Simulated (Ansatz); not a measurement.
# One input, then a changed one: Pb (simple hexagonal type)

First run: DFT, PBE, PAW with Ansatz's default frozen-core files, scalar-relativistic (Ansatz 0.2.0).

Command: `ansatz run input.yaml --threads 1 --pin off --max-ram 2048MiB --backend cpu --events-out ev --progress --plain --runs-dir out` It took 9.5 s on 1 thread of Arm Neoverse V1, on a shared host, peak memory 0.31 GiB.

```yaml
crystal:
  lattice:
    - [2.7130496928, 0.0, 0.0]
    - [-1.3565248464, 2.3495699556, 0.0]
    - [0.0, 0.0, 2.5965995646]
  atoms:
    - { symbol: Pb, position: [0.0, 0.0, 0.0] }
kpoints:
  mp_grid: { grid: [13, 13, 12] }
scf:
  occupations: { method: fermi_dirac, width: 0.1 }
hamiltonian:
  xc: pbe
  pseudopotentials: { kind: paw }
output:
  forces: true
  stress: true
  write_density: true
  write_potential: true
  elf: true
  volumetric_format: npy
relax:
  f_tol: 0.005
  max_steps: 30
  cell: { stress_tol: 0.53, fix: [volume] }
```

The cell comes from a relaxation on PAW files under the same functional, begun from a prototype that needn't be the stable phase.

This run: shape and atoms relaxed at 0.5 of the base cell's volume.

It converges in 20 SCF iterations over all geometries at a pressure of 144.3 GPa, ending at 16.55 Å³/atom, cutoff 420 eV.

The input is then changed:

```diff
   occupations: { method: fermi_dirac, width: 0.1 }
+  eigensolver: { kind: davidson }
 hamiltonian:
   stress: true
-  write_density: true
-  write_potential: true
-  elf: true
-  volumetric_format: npy
 relax:
   cell: { stress_tol: 0.53, fix: [volume] }
+basis:
+  xc_grid: 2
+  precision: f64
```

Q: What does the second run give?

A: It converges in 18 SCF iterations over all geometries at a pressure of 144.3 GPa, ending at 16.55 Å³/atom, cutoff 420 eV, free energy 0.0 meV/atom against the first run's.
